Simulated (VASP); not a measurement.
# KF in VASP: one cell, several levels of theory, part 2 of 2

VASP 6.6.1, plane waves, PAW. The steps go on from the part before.

### Step 3. r2SCAN

Contents of INCAR:

```
ENCUT = 520.000000
SIGMA = 0.010000
EDIFF = 1.00e-07
ALGO = Normal
METAGGA = R2SCAN
PREC = Accurate
IBRION = -1
ISIF = 2
ISMEAR = 0
NBANDS = 15
NELM = 120
NSW = 0
LASPH = .TRUE.
LCHARG = .FALSE.
LWAVE = .FALSE.
LREAL = .FALSE.
```

Contents of KPOINTS:

```
KPOINTS created by Atomic Simulation Environment
0
Gamma
8 8 8
0 0 0
```

Contents of KPOINTS_OPT:

```
special points
6
Reciprocal
0.0000000000 0.0000000000 0.0000000000 1
0.5000000000 0.0000000000 0.5000000000 1
0.6250000000 0.2500000000 0.6250000000 1
0.3750000000 0.3750000000 0.7500000000 1
0.5000000000 0.5000000000 0.5000000000 1
0.5000000000 0.2500000000 0.7500000000 1
```

Contents of POSCAR:

```
K  F
 1.0000000000000000
     0.0000000000000000    2.6182784824000001    2.6743553062999998
     2.6182784824000001    0.0000000000000000    2.6743553062999998
     2.6182784824000001    2.6182784824000001    0.0000000000000000
 K   F
   1   1
Cartesian
  0.0000000000000000  0.0000000000000000  0.0000000000000000
  2.6182784824000001  2.6182784824000001  2.6743553062999994
```

Started as:

```console
> mpirun -np 1 vasp_std
```

Standard output, without the iteration lines:

```text
POSCAR found type information on POSCAR K F
 POSCAR found :  2 types and       2 ions
 -----------------------------------------------------------------------------
|                                                                             |
|                                                                             |
|     You enforced a specific xc type in the INCAR file but a different       |
|     I HOPE YOU KNOW WHAT YOU ARE DOING!                                     |
|                                                                             |
 -----------------------------------------------------------------------------

 LDA part: xc-table for (None), standard interpolation
 POSCAR, INCAR and KPOINTS ok, starting setup
 FFT: planning ... GRIDC
 FFT: planning ... GRID_SOFT
 FFT: planning ... GRID
 WAVECAR not read
 entering main loop
 Start KPOINTS_OPT (optional k-point list driver)
k-point batch [1-6\6]
```

OSZICAR:

```text
N       E                     dE             d eps       ncg     rms          rms(c)
DAV:   1     0.101597081185E+03    0.10160E+03   -0.84756E+03  1778   0.107E+03
DAV:   2    -0.163725060070E+02   -0.11797E+03   -0.10900E+03  2328   0.298E+02
DAV:   3    -0.207521310290E+02   -0.43796E+01   -0.43576E+01  2420   0.499E+01
DAV:   4    -0.208769022758E+02   -0.12477E+00   -0.12476E+00  2224   0.802E+00
DAV:   5    -0.208787424284E+02   -0.18402E-02   -0.18401E-02  2461   0.834E-01    0.597E+00
DAV:   6    -0.149722029173E+02    0.59065E+01   -0.19823E+00  2731   0.153E+01    0.225E+00
DAV:   7    -0.149556389768E+02    0.16564E-01   -0.39963E-01  2022   0.520E+00    0.207E+00
DAV:   8    -0.149979058933E+02   -0.42267E-01   -0.26817E-01  1819   0.440E+00    0.121E+00
DAV:   9    -0.149673180711E+02    0.30588E-01   -0.72682E-02  2281   0.197E+00    0.312E-01
DAV:  10    -0.149674616542E+02   -0.14358E-03   -0.16665E-02  1812   0.945E-01    0.265E-01
DAV:  11    -0.149666198744E+02    0.84178E-03   -0.39421E-03  1812   0.505E-01    0.457E-02
DAV:  12    -0.149665989397E+02    0.20935E-04   -0.10080E-04  2099   0.810E-02    0.725E-03
DAV:  13    -0.149665972733E+02    0.16664E-05   -0.37293E-06  2260   0.165E-02    0.129E-03
DAV:  14    -0.149665972828E+02   -0.95201E-08   -0.91278E-08  1878   0.300E-03
   1 F= -.14966597E+02 E0= -.14966597E+02  d E =-.174102-113
       N       E                     dE             ncg
DAV:   1     0.112839089265E+04   -0.38469E+04      180
DAV:   2     0.480802813207E+03   -0.64759E+03      222
DAV:   3     0.457043464800E+03   -0.23759E+02      236
DAV:   4     0.456345686924E+03   -0.69778E+00      225
DAV:   5     0.456329111868E+03   -0.16575E-01      230
DAV:   6     0.456328417173E+03   -0.69470E-03      240
DAV:   7     0.456328399687E+03   -0.17486E-04      244
DAV:   8     0.456328398765E+03   -0.92275E-06      147
DAV:   9     0.456328398706E+03   -0.58737E-07      168
```

OUTCAR, selected sections:

```text
k-points           NKPTS =     59   k-points in BZ     NKDIM =     59   number of bands    NBANDS=     15

   NELECT =      16.0000    total number of electrons

   dimension x,y,z NGX =    28 NGY =   28 NGZ =   28
   dimension x,y,z NGXF=    56 NGYF=   56 NGZF=   56

  energy-cutoff  :      520.00
  volume of cell :       36.67
      direct lattice vectors                 reciprocal lattice vectors
     0.000000000  2.618278482  2.674355306    -0.190965172  0.190965172  0.186960947
     2.618278482  0.000000000  2.674355306     0.190965172 -0.190965172  0.186960947
     2.618278482  2.618278482  0.000000000     0.190965172  0.190965172 -0.186960947

 k-points in reciprocal lattice and weights: KPOINTS created by Atomic Simulation Env
   0.00000000  0.00000000  0.00000000       0.002
   0.12500000  0.00000000  0.00000000       0.016
   0.25000000  0.00000000  0.00000000       0.016
   0.37500000  0.00000000  0.00000000       0.016
   0.50000000  0.00000000  0.00000000       0.008
   0.12500000  0.12500000  0.00000000       0.004
   0.25000000  0.12500000  0.00000000       0.016
   0.37500000  0.12500000  0.00000000       0.016
[... 51 more k-points ...]

 E-fermi :  -3.0737

 k-point     1 :       0.0000    0.0000    0.0000
  band No.  band energies     occupation
      1     -30.2574      2.00000
      2     -23.0546      2.00000
      3     -12.7168      2.00000
      4     -12.7098      2.00000
      5     -12.7098      2.00000
      6      -3.2689      2.00000
      7      -3.2322      2.00000
      8      -3.2321      2.00000
      9       3.7986      0.00000
     10       8.2328      0.00000
     11       8.3611      0.00000
     12       8.3611      0.00000
     13      10.1269      0.00000
     14      10.3466      0.00000
     15      14.2210      0.00000

 k-point     2 :       0.1250    0.0000    0.0000
  band No.  band energies     occupation
      1     -30.2408      2.00000
      2     -23.0706      2.00000
      3     -12.7569      2.00000
      4     -12.7211      2.00000
      5     -12.7135      2.00000
      6      -3.3872      2.00000
      7      -3.3085      2.00000
      8      -3.2906      2.00000
      9       4.2455      0.00000
     10       8.0137      0.00000
     11       8.5063      0.00000
     12       8.5846      0.00000
     13      10.2868      0.00000
     14      10.5039      0.00000
     15      15.0713      0.00000

 k-point     3 :       0.2500    0.0000    0.0000
  band No.  band energies     occupation
      1     -30.2004      2.00000
      2     -23.1092      2.00000
      3     -12.8622      2.00000
      4     -12.7385      2.00000
      5     -12.7221      2.00000
      6      -3.6870      2.00000
      7      -3.4386      2.00000
      8      -3.4286      2.00000
      9       5.3498      0.00000
     10       7.6278      0.00000
     11       9.0684      0.00000
     12       9.1507      0.00000
     13      10.7812      0.00000
     14      10.9747      0.00000
     15      16.4215      0.00000

 k-point     4 :       0.3750    0.0000    0.0000
  band No.  band energies     occupation
      1     -30.1593      2.00000
      2     -23.1483      2.00000
      3     -12.9664      2.00000
      4     -12.7554      2.00000
      5     -12.7305      2.00000
      6      -3.9515      2.00000
      7      -3.5628      2.00000
      8      -3.5626      2.00000
      9       6.3607      0.00000
     10       7.8196      0.00000
     11       9.6080      0.00000
     12       9.7191      0.00000
     13      11.6415      0.00000
     14      11.7595      0.00000
     15      15.4056      0.00000

 k-point     5 :       0.5000    0.0000    0.0000
  band No.  band energies     occupation
      1     -30.1422      2.00000
      2     -23.1646      2.00000
      3     -13.0091      2.00000
      4     -12.7623      2.00000
      5     -12.7339      2.00000
      6      -4.0530      2.00000
      7      -3.6170      2.00000
      8      -3.6132      2.00000
      9       6.5989      0.00000
     10       8.3050      0.00000
     11       9.8060      0.00000
     12       9.9374      0.00000
     13      12.2774      0.00000
     14      12.3325      0.00000
     15      14.4735      0.00000

 k-point     6 :       0.1250    0.1250    0.0000
  band No.  band energies     occupation
      1     -30.2369      2.00000
      2     -23.0706      2.00000
      3     -12.7463      2.00000
      4     -12.7422      2.00000
      5     -12.7422      2.00000
      6      -3.5005      2.00000
      7      -3.2473      2.00000
      8      -3.2473      2.00000
      9       4.3714      0.00000
     10       7.6365      0.00000
     11       8.7860      0.00000
     12       8.7860      0.00000
     13      10.2873      0.00000
     14      10.5048      0.00000
     15      15.2978      0.00000

 k-point     7 :       0.2500    0.1250    0.0000
  band No.  band energies     occupation
      1     -30.2060      2.00000
      2     -23.0943      2.00000
      3     -12.8442      2.00000
      4     -12.7687      2.00000
      5     -12.7583      2.00000
      6      -3.6836      2.00000
      7      -3.3443      2.00000
      8      -3.3129      2.00000
      9       5.2222      0.00000
     10       7.2423      0.00000
     11       9.2188      0.00000
     12       9.3353      0.00000
     13      10.5390      0.00000
     14      10.8438      0.00000
     15      16.5831      0.00000

 k-point     8 :       0.3750    0.1250    0.0000
  band No.  band energies     occupation
      1     -30.1657      2.00000
      2     -23.1285      2.00000
      3     -12.9606      2.00000
      4     -12.7914      2.00000
      5     -12.7776      2.00000
      6      -3.8385      2.00000
      7      -3.5104      2.00000
      8      -3.4455      2.00000
      9       6.3083      0.00000
     10       7.2917      0.00000
     11       9.5754      0.00000
     12       9.8916      0.00000
     13      11.2247      0.00000
     14      11.5931      0.00000
     15      15.7156      0.00000

[... the tables of k-points 9 to 59 left out ...]

  Total        0.3438660      0.3438660     -0.0039729      0.0000000      0.0000000      0.0000000
  in kB       15.0251561     15.0251561     -0.1735934      0.0000000      0.0000000      0.0000000
  external PRESSURE =       9.9589063 kB  Pullay stress =       0.0000000 kB

 POSITION                                       TOTAL-FORCE (eV/Angst)
 -----------------------------------------------------------------------------------
      0.00000      0.00000      0.00000         0.000000     -0.000000      0.000000
      2.61828      2.61828      2.67436        -0.000000      0.000000      0.000000
 -----------------------------------------------------------------------------------
    total drift:                                0.000000      0.000000      0.000000

  FREE ENERGIE OF THE ION-ELECTRON SYSTEM (eV)
  ---------------------------------------------------
  free  energy   TOTEN  =       -14.9665972828 eV

  energy  without entropy=      -14.9665972828  energy(sigma->0) =      -14.96659728
```

The levels at the points of KPOINTS_OPT are read from vasprun.xml.

Band energies at the special points (eV, zero at the top of v, the last band that the electrons fill by count):

| point | v−1 | v | c | c+1 |
| --- | --- | --- | --- | --- |
| Γ | 0.00 | 0.00 | 7.03 | 11.46 |
| X | -0.08 | -0.04 | 8.75 | 11.44 |
| U | -0.21 | -0.16 | 9.57 | 11.58 |
| K | -0.22 | -0.21 | 9.68 | 11.48 |
| L | -0.38 | -0.38 | 9.83 | 11.54 |
| W | -0.19 | -0.14 | 10.42 | 10.53 |

r2SCAN gives a direct gap of 7.03 eV at Γ. Pressure: 1.00 GPa; the forces vanish within 0.01 eV/Å.

### Step 4. Results

This closing draws on all 2 parts.

```
 level  gap (eV)  pressure (GPa)  Ansatz: gap (eV)  Ansatz: pressure (GPa)
   PBE      6.36            3.04              6.38                    2.96
r2SCAN      7.03            1.00              7.03                    1.00
```

In words: The gap spans 6.36 eV (PBE) to 7.03 eV (r2SCAN). The pressure is highest with PBE (3.0 GPa) and lowest with r2SCAN (1.0 GPa), which orders the cells that they would relax to. The two programs agree on the gap within 0.03 eV, far less than the spread between functionals. Each program uses its own PAW datasets and cutoff.
